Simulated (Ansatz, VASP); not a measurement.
**AlNi: VASP beside Ansatz**

```
Ni Al
1.0
     2.88100    0.00000    0.00000
     0.00000    2.88100    0.00000
     0.00000    0.00000    2.88100
Ni Al
1 1
Cartesian
  1.4405 1.4405 1.4405
  0.0000 0.0000 0.0000
```

Alike in both runs: task single point; functional PBE; k mesh 9 × 9 × 9; occupations gaussian, width 0.028 eV; collinear spin.

|  | VASP | Ansatz |
| --- | --- | --- |
| version | VASP 6.6.1 | Ansatz 0.2.0 |
| potentials or method | VASP PAW PBE potentials, release 64 (Ni, Al), cutoff 520 eV | all-electron LAPW, scalar-relativistic |

```csv
,VASP,Ansatz,Ansatz less VASP
gap on the k mesh at the Fermi level (eV),none,none,-
pressure (GPa),1.9,1.9,-0.03
net moment per atom (μB),0.00,0.00,-0.001
```

A gap of «none» marks a metal or a gap that the smearing closes. Ansatz ran all-electron here, so the differences hold the error of VASP's frozen core and of both bases.

Caveats: the starting moments weren't kept (Ansatz).
